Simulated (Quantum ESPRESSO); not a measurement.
# BN (P6_3/mmc): modes at Γ and the response to a field, part 3 of 3

Which modes does BN (P6_3/mmc) have at the zone centre?

Quantum ESPRESSO 7.5; DFT LDA, scalar-relativistic, plane waves, PseudoDojo norm-conserving pseudopotentials.

So far. Step 5 (Linear response at Γ): The acoustic modes at Γ come out as far as 2.6 cm⁻¹ from zero, where they should vanish, a small numerical error; the Born charges miss their sum rule by 4.8e-4 e, which is good. Step 6 (Modes with the sum rule): The rule moves no optical mode by more than 0.1 cm⁻¹. The relaxed cell has a = 2.489, c = 6.481 Å (conventional setting).

The database entry behind the starting cell differs from later determinations by our own check (about 0.3 % short, minor phase), so it need not match the best structure at ambient conditions.

## 7. The LO-TO splitting (1 0 0)

A longitudinal polar mode sets up a macroscopic field that stiffens it; the term hangs on the direction from which q goes to zero.

Input file dynmat.in:

```
&input
   fildyn = 'g.dyn'
   asr = 'crystal'
   fileig = 'dynmat.eig'
   q(1) = 1.0
   q(2) = 0.0
   q(3) = 0.0
/
```

Launch:

```console
> dynmat.x -in dynmat.in > dynmat.out
```

Output:

```text
[banner, memory and clock lines left out]
Program DYNMAT v.7.5

     Reading Dynamical Matrix from file g.dyn
     ...Force constants read
     ...epsilon and Z* read
     Acoustic Sum Rule: || Z*(ASR) - Z*(orig)|| =    2.438024E-04
     Acoustic Sum Rule: ||dyn(ASR) - dyn(orig)||=    1.465058E-05

     Polarizability (A^3 units)
     multiply by 0.485423 for Clausius-Mossotti correction
        10.643960   -0.000000    0.000000
        -0.000000   10.643960    0.000000
        -0.000000    0.000000    5.112982

     IR activities are in (D/A)^2/amu units

# mode   [cm-1]    [THz]      IR
    1     -0.00   -0.0000    0.0000
    2      0.00    0.0000    0.0000
    3      0.00    0.0000    0.0000
    4     50.49    1.5136    0.0000
    5     50.49    1.5136    0.0000
    6    114.27    3.4257    0.0000
    7    756.18   22.6698    5.0740
    8    817.33   24.5031    0.0000
    9   1386.00   41.5512    0.0000
   10   1386.00   41.5512    0.0000
   11   1386.03   41.5521   55.0253
   12   1617.85   48.5019   55.0253

[end of the log left out, with the tail of the file of modes that dynmat.x writes under the same name]
```

It took 0.78 s on 1 thread of AMD EPYC (Zen 3), shared host.

Read from the output:

```
highest mode moved by the LO-TO term : 1618 cm⁻¹
```

Zone-centre frequencies as printed; negative means imaginary. Modes:

| mode | frequency (cm⁻¹) |
| --- | --- |
| 1 | 0 |
| 2 | 0 |
| 3 | 0 |
| 4 | 50.49 |
| 5 | 50.49 |
| 6 | 114.3 |
| 7 | 756.2 |
| 8 | 817.3 |
| 9 | 1386 |
| 10 | 1386 |
| 11 | 1386 |
| 12 | 1618 |

The field moves one mode, from 1386 to 1618 cm⁻¹; the others stay.

## 8. Modes along a direction of q (0 0 1)

Input file dynmat.in:

```
&input
   fildyn = 'g.dyn'
   asr = 'crystal'
   fileig = 'dynmat.eig'
   q(1) = 0.0
   q(2) = 0.0
   q(3) = 1.0
/
```

Launch:

```console
> dynmat.x -in dynmat.in > dynmat.out
```

Output:

```text
[banner, memory and clock lines left out]
Program DYNMAT v.7.5

     Reading Dynamical Matrix from file g.dyn
     ...Force constants read
     ...epsilon and Z* read
     Acoustic Sum Rule: || Z*(ASR) - Z*(orig)|| =    2.438024E-04
     Acoustic Sum Rule: ||dyn(ASR) - dyn(orig)||=    1.465058E-05

     Polarizability (A^3 units)
     multiply by 0.485423 for Clausius-Mossotti correction
        10.643960   -0.000000    0.000000
        -0.000000   10.643960    0.000000
        -0.000000    0.000000    5.112982

     IR activities are in (D/A)^2/amu units

# mode   [cm-1]    [THz]      IR
    1     -0.00   -0.0000    0.0000
    2      0.00    0.0000    0.0000
    3      0.00    0.0000    0.0000
    4     50.49    1.5136    0.0000
    5     50.49    1.5136    0.0000
    6    114.27    3.4257    0.0000
    7    817.33   24.5031    0.0000
    8    825.29   24.7415    5.0740
    9   1386.00   41.5512    0.0000
   10   1386.00   41.5512    0.0000
   11   1386.03   41.5521   55.0253
   12   1386.03   41.5521   55.0253

[end of the log left out, with the tail of the file of modes that dynmat.x writes under the same name]
```

Wall time 0.77 s (1 thread).

Read from the output:

```yaml
highest_mode_moved_by_the_lo_to_term: 825.3 cm⁻¹
```

Zone-centre frequencies as printed; negative means imaginary. Modes:

| mode | frequency (cm⁻¹) |
| --- | --- |
| 1 | 0 |
| 2 | 0 |
| 3 | 0 |
| 4 | 50.49 |
| 5 | 50.49 |
| 6 | 114.3 |
| 7 | 817.3 |
| 8 | 825.3 |
| 9 | 1386 |
| 10 | 1386 |
| 11 | 1386 |
| 12 | 1386 |

The field moves one mode, from 756 to 825 cm⁻¹; the others stay.

## 9. Modes along a direction of q (1 1 1)

Input file dynmat.in:

```
&input
   fildyn = 'g.dyn'
   asr = 'crystal'
   fileig = 'dynmat.eig'
   q(1) = 1.0
   q(2) = 1.0
   q(3) = 1.0
/
```

Launch:

```console
> dynmat.x -in dynmat.in > dynmat.out
```

Output:

```text
[banners, grids, parts of the stress and lines that vanish by symmetry left out]
[banner, memory and clock lines left out]
Program DYNMAT v.7.5

     Reading Dynamical Matrix from file g.dyn
     ...Force constants read
     ...epsilon and Z* read
     Acoustic Sum Rule: || Z*(ASR) - Z*(orig)|| =    2.438024E-04
     Acoustic Sum Rule: ||dyn(ASR) - dyn(orig)||=    1.465058E-05

     Polarizability (A^3 units)
     multiply by 0.485423 for Clausius-Mossotti correction
        10.643960   -0.000000    0.000000
        -0.000000   10.643960    0.000000
        -0.000000    0.000000    5.112982

     IR activities are in (D/A)^2/amu units

# mode   [cm-1]    [THz]      IR
    1     -0.00   -0.0000    0.0000
    2     -0.00   -0.0000    0.0000
[...]
11   1386.03   41.5521   55.0253
   12   1570.49   47.0823   54.8352

[end of the log left out, with the tail of the file of modes that dynmat.x writes under the same name]
```

Wall time 0.74 s (1 thread).

This step gave:

| Property | Result |
| --- | --- |
| highest mode moved by the LO-TO term | 1570 cm⁻¹ |

Zone-centre frequencies as printed; negative means imaginary. Modes:

| mode | frequency (cm⁻¹) |
| --- | --- |
| 1 | 0 |
| 2 | 0 |
| 3 | 0 |
| 4 | 50.49 |
| 5 | 50.49 |
| 6 | 114.3 |
| 7 | 767.8 |
| 8 | 817.3 |
| 9 | 1386 |
| 10 | 1386 |
| 11 | 1386 |
| 12 | 1570 |

The field moves 2 modes; the highest of them now lies at 1570 cm⁻¹, where the highest that moved away lay at 1386.

## 10. Summary of results

```
space group after relaxation                                           : P6_3/mmc
volume per atom                                                        : 8.69 Å³
gap on the k-mesh                                                      : 4.25 eV
highest optical zone-centre mode (no LO-TO term)                       : 1386 cm⁻¹
lowest optical zone-centre mode                                        : 50.5 cm⁻¹
highest mode moved by the LO-TO term                                   : 1618 cm⁻¹
mean high-frequency dielectric constant                                : 4.18
largest Born charge in size (third of the trace)                       : 2.07 e
mean static dielectric constant                                        : 5.53
imaginary optical modes at the zone centre (no q mesh in this session) : none
```

In words: At the LDA level the optical modes of BN (P6_3/mmc) at the zone centre (no LO-TO term) run from 50 to 1386 cm⁻¹. Along the directions run, the highest mode that the macroscopic field moves lies at 1618 cm⁻¹. Lattice motion raises the mean dielectric constant from 4.180 to 5.533. Of the 9 optical modes, 4 are Raman active alone, 2 are silent and 3 are infrared active alone; inversion symmetry keeps the two sets apart. Left out of this account: PBE with PseudoDojo NC, since it is gradient-corrected and no frozen-mode check or second program bears its response out; PBEsol with PseudoDojo NC, since it is gradient-corrected and no frozen-mode check or second program bears its response out. What is said of the levels holds for those shown. These are harmonic frequencies at zero temperature: anharmonic shifts and linewidths and thermal expansion are left out.

[Host names and launcher messages were left out of these logs when they were recorded.]

[Logs are printed without paths, hosts, clocks, repeated set-up lines and the standing remarks that a program may print on its own settings, such as how far it seeks lower states.]

[Hosts, paths, dates, database ids (printed as entryN), source tags and the programs' standing remarks are cut or masked in the printed files.]
